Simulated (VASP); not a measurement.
A run of VASP 6.6.1 is set up as follows.

The input INCAR:

```
SYSTEM = C
  AGGAC = 0.0
  ALGO = Normal
  EDIFF = 1E-6
  ENCUT = 520
  GGA = BO
  ISIF = 2
  ISMEAR = -1
  LASPH = .True.
  LCHARG = .False.
  LREAL = .False.
  LUSE_VDW = .True.
  LWAVE = .False.
  NBANDS = 16
  NELM = 100
  PARAM1 = 0.1833333333
  PARAM2 = 0.22
  PREC = Accurate
  SIGMA = 0.05
```

KPOINTS

```
k-points
0
Gamma
  16 16 4
  0 0 0
```

File POSCAR:

```
C
1.0
    2.4610000000      0.0000000000      0.0000000000
   -1.2305000000      2.1312885187      0.0000000000
    0.0000000000      0.0000000000      6.7080000000
C
4
Direct
    0.0000000000      0.0000000000      0.2500000000
    0.3333333333      0.6666666667      0.2500000000
    0.0000000000      0.0000000000      0.7500000000
    0.6666666667      0.3333333333      0.7500000000
```

Potentials or basis: VASP PAW PBE potentials, release 64 (C).

Command:

```sh
$ cat potpaw_PBE.64/C/POTCAR > POTCAR
$ mpirun -np 1 vasp_std > vasp.out
```

(1) Predict the pressure.

(2) Estimate the band gap on the k mesh.

Results:

(1) 1.7 GPa.

(2) 0.54 eV, direct.

Caveat: the PAW data sets were made with another functional, which shifts forces and pressure a little.
